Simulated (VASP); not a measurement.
# NGeH3 in VASP: notebook

One molecule, NGeH3, is run at these levels: PBE0, revPBE+D4; tasks: single point, relaxation of the atoms.

Everything below comes from runs of VASP 6.6.1. Logs are shortened: lines on timing, memory, paths and dates and some standing lists are left out, and cuts for length are marked.

### 1 The molecule as given

The cell holds a molecule in a box, 5 atoms: a = 11.000 Å, b = 13.000 Å, c = 10.000 Å, α = 90.00°, β = 90.00°, γ = 90.00°.

### 2 Single point, PBE0

Input file POSCAR:

```
GeH3N
1.0
   11.0000000000      0.0000000000      0.0000000000
    0.0000000000     13.0000000000      0.0000000000
    0.0000000000      0.0000000000     10.0000000000
N Ge H
1 1 3
Direct
    0.4933636400      0.4439384600      0.5154400000
    0.5909000000      0.5559076900      0.5316800000
    0.5174272700      0.3747230800      0.5522300000
    0.4114636400      0.4425615400      0.4704500000
    0.4964363600      0.6285076900      0.4545700000
```

Input file INCAR.step1:

```
SYSTEM = GeH3N
  PREC = Accurate
  ENCUT = 400
  EDIFF = 1E-5
  ISMEAR = 0
  SIGMA = 0.01
  LREAL = .False.
  LASPH = .True.
  NELM = 60
  ALGO = Normal
  ISIF = 2
  LWAVE = .True.
  LCHARG = .False.
  GGA = PE
```

Input file INCAR.step2:

```
SYSTEM = GeH3N
  PREC = Accurate
  ENCUT = 400
  EDIFF = 1E-6
  ISMEAR = 0
  SIGMA = 0.01
  LREAL = .False.
  LASPH = .True.
  NELM = 60
  ALGO = Normal
  ISIF = 2
  LWAVE = .False.
  LCHARG = .False.
  GGA = PE
  LHFCALC = .True.
  AEXX = 0.25
  PRECFOCK = Normal
  HFRCUT = -1
  ISTART = 1
```

Input file KPOINTS:

```
regular mesh
0
Gamma
  1 1 1
  0 0 0
```

Potentials or basis: VASP PAW PBE potentials, release 64 (N_s, Ge_d, H_s).

Launch:

```
$ cat potpaw_PBE.64/N_s/POTCAR potpaw_PBE.64/Ge_d/POTCAR potpaw_PBE.64/H_s/POTCAR > POTCAR
$ cp INCAR.step1 INCAR
$ mpirun -np 1 vasp_gam > vasp.out
$ cp INCAR.step2 INCAR
$ mpirun -np 1 vasp_gam > vasp.out
```

OUTCAR:

```text
SYSTEM = GeH3N
   PREC = Accurate
   ENCUT = 400
   EDIFF = 1E-6
   ISMEAR = 0
   LREAL = .False.
   LASPH = .True.
   NELM = 60
   ISIF = 2
   GGA = PE
   LHFCALC = .True.
   AEXX = 0.25
   PRECFOCK = Normal
   ISTART = 1

 ion  position               nearest neighbor table
   1  0.493  0.444  0.515-   4 1.01   3 1.01   2 1.82
   2  0.591  0.556  0.532-   5 1.60   1 1.82
   3  0.517  0.375  0.552-   1 1.01
   4  0.411  0.443  0.470-   1 1.01
   5  0.496  0.629  0.455-   2 1.60

  LATTYP: Found a simple orthorhombic cell.
 ALAT       =    10.0000000000
 B/A-ratio  =     1.1000000000
 C/A-ratio  =     1.3000000000

  Lattice vectors:

 A1 = (   0.0000000000,   0.0000000000,  10.0000000000)
 A2 = (  11.0000000000,   0.0000000000,   0.0000000000)
 A3 = (   0.0000000000,  13.0000000000,   0.0000000000)

Analysis of symmetry for initial positions (statically):
=====================================================================
 Subroutine PRICEL returns:
 Original cell was already a primitive cell.

 Routine SETGRP: Setting up the symmetry group for a
 simple orthorhombic supercell.

 Subroutine GETGRP returns: Found  1 space group operations
 (whereof  1 operations were pure point group operations)
 out of a pool of  8 trial point group operations.

The static configuration has the point symmetry C_1 .

Analysis of symmetry for dynamics (positions and initial velocities):
=====================================================================
 Subroutine PRICEL returns:
 Original cell was already a primitive cell.

 Routine SETGRP: Setting up the symmetry group for a
 simple orthorhombic supercell.

 Subroutine GETGRP returns: Found  1 space group operations
 (whereof  1 operations were pure point group operations)
 out of a pool of  8 trial point group operations.

The dynamic configuration has the point symmetry C_1 .

 Subroutine INISYM returns: Found  1 space group operations
 (whereof  1 operations are pure point group operations),
 and found     1 'primitive' translations

----------------------------------------------------------------------------------------

                                     Primitive cell

  volume of cell :    1430.0000

  direct lattice vectors                    reciprocal lattice vectors
    11.000000000  0.000000000  0.000000000     0.090909091  0.000000000  0.000000000
     0.000000000 13.000000000  0.000000000     0.000000000  0.076923077  0.000000000
     0.000000000  0.000000000 10.000000000     0.000000000  0.000000000  0.100000000

  length of vectors
    11.000000000 13.000000000 10.000000000     0.090909091  0.076923077  0.100000000

  position of ions in fractional coordinates (direct lattice)
     0.493363640  0.443938460  0.515440000
     0.590900000  0.555907690  0.531680000
     0.517427270  0.374723080  0.552230000
     0.411463640  0.442561540  0.470450000
     0.496436360  0.628507690  0.454570000

  ion indices of the primitive-cell ions
   primitive index   ion index
                 1           1
                 2           2
                 3           3
                 4           4
                 5           5

----------------------------------------------------------------------------------------

 KPOINTS: regular mesh

Automatic generation of k-mesh.
 Grid dimensions read from file:
 generate k-points for:    1    1    1

 Generating k-lattice:

  Cartesian coordinates                     Fractional coordinates (reciprocal lattice)
     0.090909091  0.000000000  0.000000000     1.000000000  0.000000000  0.000000000
     0.000000000  0.076923077  0.000000000     0.000000000  1.000000000  0.000000000
     0.000000000  0.000000000  0.100000000     0.000000000  0.000000000  1.000000000

  Length of vectors
     0.090909091  0.076923077  0.100000000

  Shift w.r.t. Gamma in fractional coordinates (k-lattice)
     0.000000000  0.000000000  0.000000000

 Subroutine IBZKPT returns following result:
 ===========================================

 Found      1 irreducible k-points:

 Following reciprocal coordinates:
            Coordinates               Weight
  0.000000  0.000000  0.000000      1.000000
   k-points           NKPTS =      1   k-points in BZ     NKDIM =      1   number of bands    NBANDS=     15
   number of dos      NEDOS =    301   number of ions     NIONS =      5
   total plane-waves  NPLWV = 453600
   dimension x,y,z NGX =    72 NGY =   90 NGZ =   70
   dimension x,y,z NGXF=   144 NGYF=  180 NGZF=  140
   ions per type =               1   1   3
   NGX,Y,Z   is equivalent  to a cutoff of  10.88, 11.51, 11.64 a.u.
   NGXF,Y,Z  is equivalent  to a cutoff of  21.76, 23.02, 23.27 a.u.
 SYSTEM =  GeH3N
   PREC   = accura    normal or accurate (medium, high low for compatibility)
   ISTART =      1    job   : 0-new  1-cont  2-samecut
   ICHARG =      0    charge: 1-file 2-atom 10-const
   ISPIN  =      1    spin polarized calculation?
   LNONCOLLINEAR =      F non collinear calculations
   LSORBIT =      F    spin-orbit coupling
   LASPH  =      T    aspherical Exc in radial PAW
   ENCUT  =  400.0 eV  29.40 Ry    5.42 a.u.  17.94 21.20 16.31*2*pi/ulx,y,z
   NELM   =     60;   NELMIN=  2; NELMDL=  0     # of ELM steps
   EDIFF  = 0.1E-05   stopping-criterion for ELM
   LREAL  =      F    real-space projection
   EDIFFG = 0.1E-04   stopping-criterion for IOM
   NSW    =      0    number of steps for IOM
   IBRION =     -1    ionic relax: 0-MD 1-quasi-New 2-CG
   NFREE  =      0    steps in history (QN), initial steepest desc. (CG)
   ISIF   =      2    stress and relaxation
   ISYM   =      3    0-nonsym 1-usesym 2-fastsym
   POTIM  = 0.5000    time-step for ionic-motion
   TEBEG  =    0.0;   TEEND  =   0.0 temperature during run
   PSTRESS=    0.0 pullay stress
   NELECT =      22.0000    total number of electrons
   NUPDOWN=      -1.0000    fix difference up-down
   EMIN   =  10.00;   EMAX   =-10.00  energy-range for DOS
   EFERMI =   0.00;   METHOD = LEGACY
   ISMEAR =     0;   SIGMA  =   0.01  broadening in eV -4-tet -1-fermi 0-gaus
   EFERMI_NEDOS =   21; number of points for ismear=-14 and -15
   IALGO  =     38    algorithm
   IMIX   =      1    mixing-type and parameters
     AMIX     =   0.40;   BMIX     =  1.00
     AMIX_MAG =   1.60;   BMIX_MAG =  1.00
  volume/ion in A,a.u.               =     286.00      1930.02
  Fermi-wavevector in a.u.,A,eV,Ry     =   0.407165  0.769430  2.255619  0.165783
  Thomas-Fermi vector in A             =   1.360627
   LORBIT       =      0    0 simple, 1 ext, 2 COOP (PROOUT), +10 PAW based schemes
   GGA     = PE    functional components
   LHFCALC =     T    Hartree Fock is set to
   PRECFOCK=normal    Normal, Fast or Accurate (Low or Medium for compatibility)
   ENCUT4O =  -1.0   cutoff for four orbital integrals eV
   NKREDX  =     1    reduce k-point grid by
   NKREDY  =     1    reduce k-point grid by
   NKREDZ  =     1    reduce k-point grid by
   AEXX    =    0.2500 exact exchange contribution
   HFSCREEN=    0.0000 screening length (either q_TF or 0.3 A-1)
   HFSCREENC=   0.0000 screening length for correlation (either q_TF or 0.3 A-1)
   ENCUTFOCK=  -1.0 apply spherical cutoff to Coloumb kernel
   IVDW    =     0    specifies the selected vdW correction
   LEPSILON=     F    determine dielectric tensor
   LRPA    =     F    only Hartree local field effects (RPA)
 non-spin polarized calculation
 Gauss-broadening in eV      SIGMA  =   0.01
  energy-cutoff  :      400.00
  volume of cell :     1430.00
 maximum number of plane-waves:     12989
 NGX is ok and might be reduce to    70
  NGX = 54; NGY = 64; NGZ = 50

 number of electron      21.9999987 magnetization

 Free energy of the ion-electron system (eV)
  ---------------------------------------------------
  ext. energy  EPLUGINS =         0.00000000
  ---------------------------------------------------
  free energy    TOTEN  =       -28.32872621 eV

  energy without entropy =      -28.32872621  energy(sigma->0) =      -28.32872621

 E-fermi :  -6.3462     XC(G=0):  -0.6263

 val. band max:       -6.4307645956   @ k =   0.0000   0.0000   0.0000
 cond. band min:      -1.4934755088   @ k =   0.0000   0.0000   0.0000
 fundamental gap:      4.9372890867
 Fermi energy:        -6.3462269247

 k-point     1 :       0.0000    0.0000    0.0000
  band No.  band energies     occupation
      1     -32.0200      2.00000
      2     -31.9322      2.00000
      3     -31.8385      2.00000
      4     -31.7848      2.00000
      5     -31.6640      2.00000
      6     -23.5087      2.00000
      7     -14.4761      2.00000
      8     -13.6707      2.00000
      9      -9.5906      2.00000
     10      -7.8784      2.00000
     11      -6.4308      2.00000
     12      -1.4935      0.00000
     13      -0.2660      0.00000
     14       0.3105      0.00000
     15       0.7585      0.00000

------------------------ aborting loop because EDIFF is reached ----------------------------------------

  FORCE on cell =-STRESS in cart. coord.  units (eV):
  Direction    XX          YY          ZZ          XY          YZ          ZX
  --------------------------------------------------------------------------------------
  -------------------------------------------------------------------------------------
  Total        0.1041147      0.0118219     -0.0963695     -0.2205401     -0.1516421      0.1916860
  in kB        0.1166505      0.0132453     -0.1079728     -0.2470940     -0.1699004      0.2147657
  external PRESSURE =       0.0073077 kB  Pullay stress =       0.0000000 kB

 VOLUME and BASIS-vectors are now :
 -----------------------------------------------------------------------------
  energy-cutoff  :      400.00
  volume of cell :     1430.00
      direct lattice vectors                 reciprocal lattice vectors
    11.000000000  0.000000000  0.000000000     0.090909091  0.000000000  0.000000000
     0.000000000 13.000000000  0.000000000     0.000000000  0.076923077  0.000000000
     0.000000000  0.000000000 10.000000000     0.000000000  0.000000000  0.100000000

 POSITION                                       TOTAL-FORCE (eV/Angst)
 -----------------------------------------------------------------------------------
      5.42700      5.77120      5.15440         0.368820      0.514281      0.049547
      6.49990      7.22680      5.31680        -0.146834     -0.091064     -0.049664
      5.69170      4.87140      5.52230         0.143058     -0.403149      0.178050
      4.52610      5.75330      4.70450        -0.413478      0.018044     -0.211472
      5.46080      8.17060      4.54570         0.048434     -0.038112      0.033539
 -----------------------------------------------------------------------------------
    total drift:                                0.001032      0.001286      0.000874

  FREE ENERGIE OF THE ION-ELECTRON SYSTEM (eV)
  ---------------------------------------------------
  free  energy   TOTEN  =       -28.3287262147 eV

  energy  without entropy=      -28.3287262147  energy(sigma->0) =      -28.32872621
```

Run time: 2.6 min. Hardware: 1 thread of Intel Xeon 6975P-C (Granite Rapids), shared host; peak memory 0.88 GiB.

Results:

- Free energy: -28.3287 eV
- Largest force: 0.635 eV/Å
- Gap between the frontier levels: 4.94 eV

Forces on the atoms (eV/Å):
```
N    0.369  0.514  0.050
Ge  -0.147 -0.091 -0.050
H    0.143 -0.403  0.178
H   -0.413  0.018 -0.211
H    0.048 -0.038  0.034
```

Levels at points of the mesh, in eV from the valence-band top:
```tsv
k point	band 9	band 10	band 11	band 12	band 13	band 14
(0.00, 0.00, 0.00)	-3.16	-1.45	0.00	4.94	6.16	6.74
```

Caveat: the PAW data sets were made with another functional, which shifts forces and pressure a little.

### 3 Relaxation of the atoms, revPBE+D4

Input file INCAR:

```
SYSTEM = GeH3N
PREC = Accurate ; ENCUT = 400
EDIFF = 1E-6 ; ISMEAR = 0
SIGMA = 0.01 ; LREAL = .FALSE.
LASPH = .TRUE. ; NELM = 80
ALGO = Fast ; ISIF = 2
LWAVE = .FALSE. ; LCHARG = .FALSE.
GGA = RE ; IVDW = 13
IBRION = 2 ; NSW = 60
EDIFFG = -0.005
```

Input file KPOINTS:

```
regular mesh
0
G
  1 1 1
  0 0 0
```

Input file POSCAR:

```
GeH3N
1.0
   11.0000000000      0.0000000000      0.0000000000
    0.0000000000     13.0000000000      0.0000000000
    0.0000000000      0.0000000000     10.0000000000
N Ge H
1 1 3
Cartesian
    5.4270000400      5.7711999800      5.1544000000
    6.4999000000      7.2267999700      5.3168000000
    5.6916999700      4.8714000400      5.5223000000
    4.5261000400      5.7533000200      4.7045000000
    5.4607999600      8.1705999700      4.5457000000
```

Potentials or basis: VASP PAW PBE potentials, release 64 (N_s, Ge_d, H_s).

Launch:

```
$ cat potpaw_PBE.64/N_s/POTCAR potpaw_PBE.64/Ge_d/POTCAR potpaw_PBE.64/H_s/POTCAR > POTCAR
$ mpirun -np 1 vasp_gam > vasp.out
```

Run time: 6.5 min. Hardware: 1 thread of Intel Xeon 6975P-C (Granite Rapids), shared host; peak memory 0.98 GiB.

Results (log left out):

```
Free energy                     : -22.3642 eV
Energy gained by relaxing       : 4.2 meV/atom
Ionic steps                     : 27
Largest force after relaxing    : 0.004 eV/Å
Gap between the frontier levels : 3.13 eV
Dispersion energy per atom      : -0.042 eV
```

Forces in eV/Å, atoms in the order of the input:
```
N   -0.003  0.001 -0.002
Ge   0.000  0.001  0.000
H    0.000  0.001 -0.001
H    0.001 -0.003  0.002
H    0.002  0.001  0.001
```

Step by step:
```csv
step,energy change (eV),largest force (eV/Å),pressure (GPa)
1,0.0000,0.8423,0.09
2,0.0351,2.0383,-0.09
3,-0.0156,0.4974,0.03
4,-0.0161,0.4615,-0.04
5,-0.0205,0.0453,-0.01
6,-0.0206,0.0324,-0.01
7,-0.0208,0.0341,-0.01
8,-0.0208,0.0900,-0.01
9,-0.0208,0.0408,-0.01
10,-0.0208,0.0167,-0.01
11,-0.0208,0.0182,-0.01
12,-0.0208,0.0122,-0.01
13,-0.0208,0.0096,-0.01
14,-0.0208,0.0083,-0.01
15,-0.0209,0.0092,-0.01
16,-0.0209,0.0075,-0.01
17,-0.0209,0.0135,-0.01
18,-0.0209,0.0106,-0.01
19,-0.0209,0.0102,-0.01
20,-0.0209,0.0093,-0.01
21,-0.0209,0.0104,-0.01
22,-0.0209,0.0084,-0.01
23,-0.0209,0.0100,-0.01
24,-0.0209,0.0081,-0.01
25,-0.0209,0.0133,-0.01
26,-0.0209,0.0111,-0.01
27,-0.0209,0.0041,-0.01
```

Final structure:
```cif
data_structure
_symmetry_space_group_name_H-M 'P 1'
_symmetry_Int_Tables_number 1
_cell_length_a 11.0000
_cell_length_b 13.0000
_cell_length_c 10.0000
_cell_angle_alpha 90.000
_cell_angle_beta 90.000
_cell_angle_gamma 90.000
_cell_volume 1430.00
loop_
_atom_site_label
_atom_site_type_symbol
_atom_site_fract_x
_atom_site_fract_y
_atom_site_fract_z
_atom_site_occupancy
N1 N 0.49342 0.44374 0.51548 1
Ge1 Ge 0.59227 0.55695 0.53202 1
H1 H 0.51762 0.37323 0.55286 1
H2 H 0.41004 0.44221 0.46984 1
H3 H 0.49624 0.62951 0.45418 1
```

Levels at points of the mesh, in eV from the valence-band top:
| k point | band 8 | band 9 | band 10 | band 11 | band 12 | band 13 | band 14 | band 15 |
| --- | --- | --- | --- | --- | --- | --- | --- | --- |
| (0.00, 0.00, 0.00) | -6.43 | -2.76 | -1.06 | 0.00 | 3.13 | 4.58 | 5.29 | 5.78 |

Caveat: the PAW data sets were made with another functional, which shifts forces and pressure a little. As with any semilocal functional, this revPBE gap is likely too small.
